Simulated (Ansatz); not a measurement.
The system is InPd.

```
In Pd
1.0
     3.27188    0.00000    0.00000
     0.00000    3.27188    0.00000
     0.00000    0.00000    3.27188
In Pd
1 1
Direct
  0.00000 0.00000 0.00000
  0.50000 0.50000 0.50000
```

The cell comes from a database or a generator and needn't be the stable form of this composition.

Base run:

| Item | Value |
| --- | --- |
| Program | Ansatz 0.2.0 |
| Functional | PBEsol |
| Potentials or basis | all-electron LAPW, scalar-relativistic |
| Cutoff | 250 eV (chosen from the basis error) |
| Basis error allowed | 0.001 eV/atom |
| k mesh | 8 × 8 × 8 |
| Occupations | fermi-dirac, width 0.05 eV |
| Spin | no spin polarisation |

Its results: pressure -3.0 GPa.

The run is repeated on the same cell with these changes: functional from PBEsol to PBE. What comes out?

Pressure 3.6 GPa.

PBE binds less tightly than PBEsol, so the same cell stands under more pressure.
